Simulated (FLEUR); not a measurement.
# ZnS (Wurtzite-2H) (P6_3mc) in FLEUR: a series of runs

One crystal, ZnS (Wurtzite-2H), is run at these levels: r2SCAN; tasks: band structure, equation of state.

Everything below comes from runs of FLEUR MaX-R8.1 (later development tree). Logs are shortened: lines on timing, memory, paths and dates and some standing lists are left out, and cuts for length are marked.

**Measured values to compare with.**

From a printed reference work, monograph, for a bulk crystal of ZnS at 4 K: band gap 3.911 eV (direct).

How close the calculation comes is told below.

### 1 The crystal as given

Symmetry: P6_3mc, No. 186, hexagonal system. Conventional cell: a = 3.811 Å, b = 3.811 Å, c = 6.234 Å, α = 90.00°, β = 90.00°, γ = 120.00°. Zn (site symmetry 3m) has 4 S at 2.31 to 2.40 Å as nearest neighbours. S (site symmetry 3m) has 4 Zn at 2.31 to 2.40 Å as nearest neighbours.

### 2 Band structure, r2SCAN

Contents of inp.xml:

```xml
<?xml version="1.0" encoding="UTF-8" standalone="no"?>
<fleurInput fleurInputVersion="0.39">
   <comment>
      ZnS                                                                                                 
   </comment>
   <calculationSetup>
      <cutoffs Kmax="5.16" Gmax="16.0" GmaxXC="16.0" numbands="0"/>
      <scfLoop itmax="60" minDistance="0.00001" maxIterBroyd="15" imix="Anderson" alpha="0.05" precondParam="0.0" spinf="2.0" sdNocoIR="T"/>
      <coreElectrons ctail="F" frcor="F" kcrel="0" coretail_lmax="0"/>
      <xcFunctional name="LibXC" relativisticCorrections="F">
         <LibXCName exchange="mgga_x_r2scan" correlation="mgga_c_r2scan"/>
         <AuxGGA exchange="117" correlation="130"/>
      </xcFunctional>
      <magnetism jspins="1"/>
      <soc l_soc="F" theta="0.0" phi="0.0" spav="F"/>
      <expertModes spex="0" secvar="F"/>
      <geometryOptimization l_f="F" forcealpha="1.0" forcemix="BFGS" epsdisp="0.00001" epsforce="0.00001"/>
      <ldaU l_linMix="F" mixParam="0.05" spinf="1.0"/>
   </calculationSetup>
   <cell>
      <bzIntegration valenceElectrons="52.0" mode="hist" fermiSmearingEnergy="0.00183747">
         <kPointListSelection listName="default-1"/>
         <!-- k-points included here -->
         <xi:include xmlns:xi="http://www.w3.org/2001/XInclude" href="kpts.xml"> </xi:include>
[... 35 lines left out ...]
         </electronConfig>
         <energyParameters s="3" p="3" d="3" f="4"/>
         <lo type="SCLO" l="0" n="3" eDeriv="2"/>
         <lo type="SCLO" l="1" n="3" eDeriv="2"/>
         <lo type="SCLO" l="2" n="3" eDeriv="2"/>
         <lo type="SCLO" l="3" n="4" eDeriv="2"/>
      </species>
   </atomSpecies>
   <atomGroups>
      <atomGroup species="Zinc (Zn)">
         <relPos label="                   1">-1.000/3.000 1.000/3.000 1.000/2.000</relPos>
         <relPos label="                   2">1.000/3.000 -1.000/3.000 .0000000000</relPos>
         <force calculate="T" relaxXYZ="TTT"/>
      </atomGroup>
      <atomGroup species="Sulfur (S)">
         <relPos label="                   3">-1.000/3.000 1.000/3.000 -.1150000000</relPos>
         <relPos label="                   4">1.000/3.000 -1.000/3.000 .3850000000</relPos>
         <force calculate="T" relaxXYZ="TTT"/>
      </atomGroup>
   </atomGroups>
   <output dos="F" band="F" slice="F">
      <checks vchk="F" cdinf="F"/>
      <bandDOS minEnergy="-.5*Htr" maxEnergy="0.5*Htr" sigma="0.015" storeEVData="T"/>
      <vacuumDOS vacdos="F" integ="F" star="F" nstars="0" locx1="0.0" locy1="0.0" locx2="0.0" locy2="0.0" nstm="0" tworkf="0.0"/>
      <unfoldingBand unfoldBand="F" supercellX="1" supercellY="1" supercellZ="1"/>
      <plotting iplot="0" polar="F">
         <plot TwoD="T" vec1="  1.0  0.0  0.0" vec2="  0.0  1.0  0.0" vec3="  0.0  0.0  1.0" zero="  0.0  0.0  0.0" file="plot"/>
      </plotting>
      <chargeDensitySlicing numkpt="0" minEigenval="0.0" maxEigenval="0.0" nnne="0" pallst="F"/>
      <specialOutput eonly="F"/>
      <moessbauerParams electricFieldGradient="T" isomerShift="T" coreHyperfine="T" valenceHyperfine="T"/>
      <magneticCircularDichroism mcd="F" energyLo="-10.0" energyUp="0.0"/>
   </output>
  <!-- We include the file relax.xml here to enable relaxations (see documentation) -->
  <xi:include xmlns:xi="http://www.w3.org/2001/XInclude" href="relax.xml"> <xi:fallback/> </xi:include>
</fleurInput>
```

Contents of crystal.txt:

```
ZnS
&input cartesian=F /
3.8110000000  0.0000000000  0.0000000000
-1.9055000000  3.3004228138  0.0000000000
0.0000000000  0.0000000000  6.2340000000
1.8897261246
1.0 1.0 1.0

4
30 0.6666666667  0.3333333333  0.5000000000
30 0.3333333333  0.6666666667  0.0000000000
16 0.6666666667  0.3333333333  0.8850000000
16 0.3333333333  0.6666666667  0.3850000000

&kpt div1=8 div2=8 div3=5 gamma=T /
```

Contents of inp.xml (bands):

```
<?xml version="1.0" encoding="UTF-8" standalone="no"?>
<fleurInput fleurInputVersion="0.39">
   <comment>
      ZnS                                                                                                 
   </comment>
   <calculationSetup>
      <cutoffs Kmax="5.16" Gmax="16.0" GmaxXC="16.0" numbands="0"/>
      <scfLoop itmax="60" minDistance="0.00001" maxIterBroyd="15" imix="Anderson" alpha="0.05" precondParam="0.0" spinf="2.0" sdNocoIR="T"/>
      <coreElectrons ctail="F" frcor="F" kcrel="0" coretail_lmax="0"/>
      <xcFunctional name="LibXC" relativisticCorrections="F">
         <LibXCName exchange="mgga_x_r2scan" correlation="mgga_c_r2scan"/>
         <AuxGGA exchange="117" correlation="130"/>
      </xcFunctional>
      <magnetism jspins="1"/>
      <soc l_soc="F" theta="0.0" phi="0.0" spav="F"/>
      <expertModes spex="0" secvar="F"/>
      <geometryOptimization l_f="F" forcealpha="1.0" forcemix="BFGS" epsdisp="0.00001" epsforce="0.00001"/>
      <ldaU l_linMix="F" mixParam="0.05" spinf="1.0"/>
   </calculationSetup>
   <cell>
      <bzIntegration valenceElectrons="52.0" mode="hist" fermiSmearingEnergy="0.00183747">
         <kPointListSelection listName="path-1"/>
         <!-- k-points included here -->
         <xi:include xmlns:xi="http://www.w3.org/2001/XInclude" href="kpts.xml"> </xi:include>
[... 36 lines left out ...]
         <energyParameters s="3" p="3" d="3" f="4"/>
         <lo type="SCLO" l="0" n="3" eDeriv="2"/>
         <lo type="SCLO" l="1" n="3" eDeriv="2"/>
         <lo type="SCLO" l="2" n="3" eDeriv="2"/>
         <lo type="SCLO" l="3" n="4" eDeriv="2"/>
      </species>
   </atomSpecies>
   <atomGroups>
      <atomGroup species="Zinc (Zn)">
         <relPos label="                   1">-1.000/3.000 1.000/3.000 1.000/2.000</relPos>
         <relPos label="                   2">1.000/3.000 -1.000/3.000 .0000000000</relPos>
         <force calculate="T" relaxXYZ="TTT"/>
      </atomGroup>
      <atomGroup species="Sulfur (S)">
         <relPos label="                   3">-1.000/3.000 1.000/3.000 -.1150000000</relPos>
         <relPos label="                   4">1.000/3.000 -1.000/3.000 .3850000000</relPos>
         <force calculate="T" relaxXYZ="TTT"/>
      </atomGroup>
   </atomGroups>
   <output dos="F" band="T" slice="F">
      <checks vchk="F" cdinf="F"/>
      <bandDOS minEnergy="-.5*Htr" maxEnergy="0.5*Htr" sigma="0.015" storeEVData="T"/>
      <vacuumDOS vacdos="F" integ="F" star="F" nstars="0" locx1="0.0" locy1="0.0" locx2="0.0" locy2="0.0" nstm="0" tworkf="0.0"/>
      <unfoldingBand unfoldBand="F" supercellX="1" supercellY="1" supercellZ="1"/>
      <plotting iplot="0" polar="F">
         <plot TwoD="T" vec1="  1.0  0.0  0.0" vec2="  0.0  1.0  0.0" vec3="  0.0  0.0  1.0" zero="  0.0  0.0  0.0" file="plot"/>
      </plotting>
      <chargeDensitySlicing numkpt="0" minEigenval="0.0" maxEigenval="0.0" nnne="0" pallst="F"/>
      <specialOutput eonly="F"/>
      <moessbauerParams electricFieldGradient="T" isomerShift="T" coreHyperfine="T" valenceHyperfine="T"/>
      <magneticCircularDichroism mcd="F" energyLo="-10.0" energyUp="0.0"/>
   </output>
  <!-- We include the file relax.xml here to enable relaxations (see documentation) -->
  <xi:include xmlns:xi="http://www.w3.org/2001/XInclude" href="relax.xml"> <xi:fallback/> </xi:include>
</fleurInput>
```

Potentials or basis: all-electron, FLAPW.

The run is started by

```
$ inpgen -f crystal.txt -profile fastHighL
$ # inp.xml edited to the form shown
$ fleur_MPI
$ fleur_MPI   # second run, on inp.xml (bands)
```

The program printed:

```text
Welcome to FLEUR        (www.flapw.de)
      MaX-Release 8.1          (www.max-centre.eu)
 func_ids         498         497         498         497
 MetaGGA potential functional detected - V_tau will be computed
 Auxiliary Potential for radial basis: exchange=         117  correlation=         130
The functional 'Re-regularized SCAN exchange by Furness et al' is an exchange functional, it belongs to the 'MGGA' family and is defined in the reference(s):
[1] J. W. Furness, A. D. Kaplan, J. Ning, J. P. Perdew, and J. Sun.,  J. Phys. Chem. Lett. 11, 8208-8215 (2020)
[2] J. W. Furness, A. D. Kaplan, J. Ning, J. P. Perdew, and J. Sun.,  J. Phys. Chem. Lett. 11, 9248-9248 (2020)
The functional 'Re-regularized SCAN correlation by Furness et al' is a correlation functional, it belongs to the 'MGGA' family and is defined in the reference(s):
[1] J. W. Furness, A. D. Kaplan, J. Ning, J. P. Perdew, and J. Sun.,  J. Phys. Chem. Lett. 11, 8208-8215 (2020)
[2] J. W. Furness, A. D. Kaplan, J. Ning, J. P. Perdew, and J. Sun.,  J. Phys. Chem. Lett. 11, 9248-9248 (2020)
 Using same functional for VXC and EXC

 ========== k-point set info ==========
 Selected k-point list: default-1
 k-point list type: mesh
 8 x 8 x 5
 Number of k points: 30

 ------------Calculation Setup---------------------------
 Number of MPI-tasks      :            1
 Number of PE/node        :            1
 Number of OMP-threads    :            1
 Most efficient MPI parallelization for:
           1           2           3           5           6          10          15          30
 Additional eigenvalue parallelization possible
 Number of basis functions:         1414
 Approximate size of matrices (H+S) per k-point:         0.060 GB
 --------------------------------------------------------
The functional 'Hammer, Hansen, and Norskov' is an exchange functional, it belongs to the 'GGA' family and is defined in the reference(s):
[1] B. Hammer, L. B. Hansen, and J. K. Nørskov.,  Phys. Rev. B 59, 7413 (1999)
The functional 'Perdew, Burke & Ernzerhof' is a correlation functional, it belongs to the 'GGA' family and is defined in the reference(s):
[1] J. P. Perdew, K. Burke, and M. Ernzerhof.,  Phys. Rev. Lett. 77, 3865 (1996)
[2] J. P. Perdew, K. Burke, and M. Ernzerhof.,  Phys. Rev. Lett. 78, 1396 (1997)
 Using same functional for VXC and EXC
 Using auxiliary GGA potential for the first iteration of MetaGGA calculation.
 Reset of history
 Reset of history
 Iteration:     1   Distance:      17.86396733 me/bohr^3
The functional 'Hammer, Hansen, and Norskov' is an exchange functional, it belongs to the 'GGA' family and is defined in the reference(s):
[1] B. Hammer, L. B. Hansen, and J. K. Nørskov.,  Phys. Rev. B 59, 7413 (1999)
The functional 'Perdew, Burke & Ernzerhof' is a correlation functional, it belongs to the 'GGA' family and is defined in the reference(s):
[1] J. P. Perdew, K. Burke, and M. Ernzerhof.,  Phys. Rev. Lett. 77, 3865 (1996)
[2] J. P. Perdew, K. Burke, and M. Ernzerhof.,  Phys. Rev. Lett. 78, 1396 (1997)
 Using same functional for VXC and EXC
 Iteration:     2   Distance:      16.52285893 me/bohr^3
The functional 'Hammer, Hansen, and Norskov' is an exchange functional, it belongs to the 'GGA' family and is defined in the reference(s):
[1] B. Hammer, L. B. Hansen, and J. K. Nørskov.,  Phys. Rev. B 59, 7413 (1999)
The functional 'Perdew, Burke & Ernzerhof' is a correlation functional, it belongs to the 'GGA' family and is defined in the reference(s):
[1] J. P. Perdew, K. Burke, and M. Ernzerhof.,  Phys. Rev. Lett. 77, 3865 (1996)
[2] J. P. Perdew, K. Burke, and M. Ernzerhof.,  Phys. Rev. Lett. 78, 1396 (1997)
 Using same functional for VXC and EXC
 Iteration:     3   Distance:      15.58163864 me/bohr^3
The functional 'Hammer, Hansen, and Norskov' is an exchange functional, it belongs to the 'GGA' family and is defined in the reference(s):
[1] B. Hammer, L. B. Hansen, and J. K. Nørskov.,  Phys. Rev. B 59, 7413 (1999)
The functional 'Perdew, Burke & Ernzerhof' is a correlation functional, it belongs to the 'GGA' family and is defined in the reference(s):
[1] J. P. Perdew, K. Burke, and M. Ernzerhof.,  Phys. Rev. Lett. 77, 3865 (1996)
[2] J. P. Perdew, K. Burke, and M. Ernzerhof.,  Phys. Rev. Lett. 78, 1396 (1997)
 Using same functional for VXC and EXC
 Iteration:     4   Distance:       5.62570710 me/bohr^3
The functional 'Hammer, Hansen, and Norskov' is an exchange functional, it belongs to the 'GGA' family and is defined in the reference(s):
[1] B. Hammer, L. B. Hansen, and J. K. Nørskov.,  Phys. Rev. B 59, 7413 (1999)
The functional 'Perdew, Burke & Ernzerhof' is a correlation functional, it belongs to the 'GGA' family and is defined in the reference(s):
[1] J. P. Perdew, K. Burke, and M. Ernzerhof.,  Phys. Rev. Lett. 77, 3865 (1996)
[2] J. P. Perdew, K. Burke, and M. Ernzerhof.,  Phys. Rev. Lett. 78, 1396 (1997)
 Using same functional for VXC and EXC
 Iteration:     5   Distance:       2.46834426 me/bohr^3
The functional 'Hammer, Hansen, and Norskov' is an exchange functional, it belongs to the 'GGA' family and is defined in the reference(s):
[1] B. Hammer, L. B. Hansen, and J. K. Nørskov.,  Phys. Rev. B 59, 7413 (1999)
The functional 'Perdew, Burke & Ernzerhof' is a correlation functional, it belongs to the 'GGA' family and is defined in the reference(s):
[1] J. P. Perdew, K. Burke, and M. Ernzerhof.,  Phys. Rev. Lett. 77, 3865 (1996)
[2] J. P. Perdew, K. Burke, and M. Ernzerhof.,  Phys. Rev. Lett. 78, 1396 (1997)
 Using same functional for VXC and EXC
 Iteration:     6   Distance:       2.26243461 me/bohr^3
The functional 'Hammer, Hansen, and Norskov' is an exchange functional, it belongs to the 'GGA' family and is defined in the reference(s):
[1] B. Hammer, L. B. Hansen, and J. K. Nørskov.,  Phys. Rev. B 59, 7413 (1999)
The functional 'Perdew, Burke & Ernzerhof' is a correlation functional, it belongs to the 'GGA' family and is defined in the reference(s):
[1] J. P. Perdew, K. Burke, and M. Ernzerhof.,  Phys. Rev. Lett. 77, 3865 (1996)
[2] J. P. Perdew, K. Burke, and M. Ernzerhof.,  Phys. Rev. Lett. 78, 1396 (1997)
 Using same functional for VXC and EXC
[... 54 lines left out ...]
[2] J. P. Perdew, K. Burke, and M. Ernzerhof.,  Phys. Rev. Lett. 78, 1396 (1997)
 Using same functional for VXC and EXC
 Iteration:    15   Distance:       0.00012508 me/bohr^3
The functional 'Hammer, Hansen, and Norskov' is an exchange functional, it belongs to the 'GGA' family and is defined in the reference(s):
[1] B. Hammer, L. B. Hansen, and J. K. Nørskov.,  Phys. Rev. B 59, 7413 (1999)
The functional 'Perdew, Burke & Ernzerhof' is a correlation functional, it belongs to the 'GGA' family and is defined in the reference(s):
[1] J. P. Perdew, K. Burke, and M. Ernzerhof.,  Phys. Rev. Lett. 77, 3865 (1996)
[2] J. P. Perdew, K. Burke, and M. Ernzerhof.,  Phys. Rev. Lett. 78, 1396 (1997)
 Using same functional for VXC and EXC
 Iteration:    16   Distance:       0.00003916 me/bohr^3
The functional 'Hammer, Hansen, and Norskov' is an exchange functional, it belongs to the 'GGA' family and is defined in the reference(s):
[1] B. Hammer, L. B. Hansen, and J. K. Nørskov.,  Phys. Rev. B 59, 7413 (1999)
The functional 'Perdew, Burke & Ernzerhof' is a correlation functional, it belongs to the 'GGA' family and is defined in the reference(s):
[1] J. P. Perdew, K. Burke, and M. Ernzerhof.,  Phys. Rev. Lett. 77, 3865 (1996)
[2] J. P. Perdew, K. Burke, and M. Ernzerhof.,  Phys. Rev. Lett. 78, 1396 (1997)
 Using same functional for VXC and EXC
 Iteration:    17   Distance:       0.00003548 me/bohr^3
The functional 'Hammer, Hansen, and Norskov' is an exchange functional, it belongs to the 'GGA' family and is defined in the reference(s):
[1] B. Hammer, L. B. Hansen, and J. K. Nørskov.,  Phys. Rev. B 59, 7413 (1999)
The functional 'Perdew, Burke & Ernzerhof' is a correlation functional, it belongs to the 'GGA' family and is defined in the reference(s):
[1] J. P. Perdew, K. Burke, and M. Ernzerhof.,  Phys. Rev. Lett. 77, 3865 (1996)
[2] J. P. Perdew, K. Burke, and M. Ernzerhof.,  Phys. Rev. Lett. 78, 1396 (1997)
 Using same functional for VXC and EXC
 Iteration:    18   Distance:       0.00001475 me/bohr^3
The functional 'Hammer, Hansen, and Norskov' is an exchange functional, it belongs to the 'GGA' family and is defined in the reference(s):
[1] B. Hammer, L. B. Hansen, and J. K. Nørskov.,  Phys. Rev. B 59, 7413 (1999)
The functional 'Perdew, Burke & Ernzerhof' is a correlation functional, it belongs to the 'GGA' family and is defined in the reference(s):
[1] J. P. Perdew, K. Burke, and M. Ernzerhof.,  Phys. Rev. Lett. 77, 3865 (1996)
[2] J. P. Perdew, K. Burke, and M. Ernzerhof.,  Phys. Rev. Lett. 78, 1396 (1997)
 Using same functional for VXC and EXC
 Iteration:    19   Distance:       0.00000567 me/bohr^3

 ********************************************************************
 Run finished successfully
 Stop message:
   all done
 ********************************************************************
```

Run time: 24 min. Hardware: 1 thread of Arm Neoverse V1, shared host; peak memory 0.18 GiB.

Results:

* Free energy: -119494.7422 eV
* Band gap on the k mesh: 2.82 eV, direct
* Band gap along the path: 2.82 eV, direct
* Valence electrons inside the program's atomic spheres: Zn 18.44; S 3.60 (radii Zn 2.15, S 1.9 bohr)

Levels at the corners of the path, in eV from the valence-band top:
| point | band 23 | band 24 | band 25 | band 26 | band 27 | band 28 | band 29 | band 30 |
| --- | --- | --- | --- | --- | --- | --- | --- | --- |
| Γ | -0.89 | -0.02 | -0.02 | 0.00 | 2.82 | 3.52 | 6.77 | 6.77 |
| M | -3.21 | -2.32 | -1.59 | -1.02 | 3.99 | 4.78 | 5.51 | 7.59 |
| K | -3.97 | -2.27 | -2.25 | -2.25 | 4.74 | 6.47 | 6.47 | 8.26 |
| Γ | -0.89 | -0.02 | -0.02 | 0.00 | 2.82 | 3.52 | 6.77 | 6.77 |
| A | -0.47 | -0.47 | -0.47 | -0.47 | 4.06 | 4.06 | 7.20 | 7.20 |
| L | -1.71 | -1.71 | -1.57 | -1.57 | 4.03 | 4.03 | 5.58 | 5.58 |
| H | -3.19 | -3.19 | -1.29 | -1.29 | 5.03 | 5.03 | 6.81 | 6.81 |
| A | -0.47 | -0.47 | -0.47 | -0.47 | 4.06 | 4.06 | 7.20 | 7.20 |
| L | -1.71 | -1.71 | -1.57 | -1.57 | 4.03 | 4.03 | 5.58 | 5.58 |
| M | -3.21 | -2.32 | -1.59 | -1.02 | 3.99 | 4.78 | 5.51 | 7.59 |
| K | -3.97 | -2.27 | -2.25 | -2.25 | 4.74 | 6.47 | 6.47 | 8.26 |
| H | -3.19 | -3.19 | -1.29 | -1.29 | 5.03 | 5.03 | 6.81 | 6.81 |

Core levels (eV from the Fermi level):
```csv
atom,levels
1 Zn,"1s1/2 -9519.1, 2s1/2 -1152.8, 2p1/2 -1014.3, 2p3/2 -990.4"
2 Zn,"1s1/2 -9519.1, 2s1/2 -1152.8, 2p1/2 -1014.3, 2p3/2 -990.4"
3 S,"1s1/2 -2398.9, 2s1/2 -204.5, 2p1/2 -149.9, 2p3/2 -148.7"
4 S,"1s1/2 -2398.9, 2s1/2 -204.5, 2p1/2 -149.9, 2p3/2 -148.7"
```

Caveat: the meta-GGA is that of a development version, with a GGA for the radial functions and cores and without core tails.

[end of part 1 of 2]
